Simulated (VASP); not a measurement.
A run of VASP 6.6.1 is set up as follows.

File INCAR:

```
ALGO     = Normal         # electronic algorithm
EDIFF    = 1E-6           # SCF threshold, eV
ENCUT    = 520            # plane-wave cutoff, eV
GGA      = PE             # functional
ISIF     = 2              # what is computed and relaxed
ISMEAR   = 1              # smearing method
LASPH    = T              # aspherical terms in the spheres
LCHARG   = F              # write CHGCAR
LREAL    = F              # projectors in reciprocal space
LWAVE    = F              # write WAVECAR
NBANDS   = 7              # bands
NELM     = 100            # most SCF steps
PREC     = Accurate       # precision mode
SIGMA    = 0.025          # smearing width, eV
```

File KPOINTS:

```
k-points
0
Gamma
  10 10 10
```

POSCAR

```
Mg
1.0
    0.0000000000      2.1984420020      2.1984420020
    2.1984420020      0.0000000000      2.1984420020
    2.1984420020      2.1984420020      0.0000000000
Mg
1
Direct
    0.0000000000      0.0000000000      0.0000000000
```

Potentials or basis: VASP PAW PBE potentials, release 64 (Mg).

The run is started by

```console
$ cat potpaw_PBE.64/Mg/POTCAR > POTCAR
$ mpirun -np 1 vasp_std > vasp.out
```

Task: Estimate the band gap on the k mesh.

Result: None (metal or under the smearing width).

Task: Predict the pressure.

Result: 3.4 GPa.
